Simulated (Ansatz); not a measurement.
A scan (energy against volume; even scaling of the relaxed cell, symmetry kept) gave these values. All values below come from PBE (plane waves to 420 eV, PAW, scalar-relativistic; Ansatz, a quantum-chemistry and plane-wave program).

The bulk modulus at fixed cell shape B₀ (third-order Birch-Murnaghan fit) is 39.6 GPa and the pressure derivative B₀′ (fit) is 3.3. The equilibrium volume of the fit is 14.40 Å³/atom.

Q: Of these crystals, all scanned alike, which one is it?
A) BN (wurtzite)
B) GeO₂ (alpha-quartz type, space group P3_121)
C) Zr (hcp, Mg type)
D) La₂O₃ (A-La2O3 type, space group P-3m1)

A: B, GeO₂ (alpha-quartz type, space group P3_121). The others have, for the bulk modulus at fixed cell shape: La2O3 118 GPa, Zr 93.8 GPa, BN 371 GPa

All were relaxed with their symmetry unable to fall. La2O3 is run without spin polarisation. Zr is run without spin polarisation. With the shape held, the modulus is that of even scaling; a crystal free to change shape is softer.

(Under strain, the slope of the energy per volume gives the stress and its curvature an elastic modulus.)
